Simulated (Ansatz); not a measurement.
The system is Os.

```
CELL_PARAMETERS angstrom
2.73410 0.00000 0.00000
-1.36705 2.36780 0.00000
0.00000 0.00000 4.31970
ATOMIC_POSITIONS crystal
Os 0.66667 0.33333 0.75000
Os 0.33333 0.66667 0.25000
```

```yaml
Program: Ansatz 0.2.0
Task: single point
Functional: PBEsol
Potentials_or_basis: all-electron LAPW, scalar-relativistic
Cutoff: 295 eV (chosen from the basis error)
Basis_error_allowed: 0.001 eV/atom
k_mesh: 11 × 11 × 6
Occupations: fermi-dirac, width 0.05 eV
Spin: no spin polarisation
```

On this cell: pressure -2.7 GPa; largest force under 0.003 eV/Å; band gap on the k mesh none (metal or under the smearing width).

The same run follows on a disturbed copy (atoms moved at random, drawn with an rms of 0.05 Å):

```
Os
1.0
     2.73410    0.00000    0.00000
    -1.36705    2.36780    0.00000
     0.00000    0.00000    4.31970
Os
2
Direct
  0.65888 0.31974 0.75917
  0.32855 0.66495 0.24603
```

Problem. What changes?

Solution. The energy (extrapolated to zero smearing) moves by +15.6 meV/atom; pressure -1.8 GPa; largest force 0.996 eV/Å; band gap on the k mesh none (metal or under the smearing width).

Forces on the atoms (eV/Å):
```
Os  -0.067  0.232 -0.966
Os   0.067 -0.232  0.966
```

Stress tensor (GPa, compression positive):
```
-2.97  0.18  0.08
 0.18 -1.68 -0.27
 0.08 -0.27 -0.83
```

The runs don't all hold the same shells in valence.
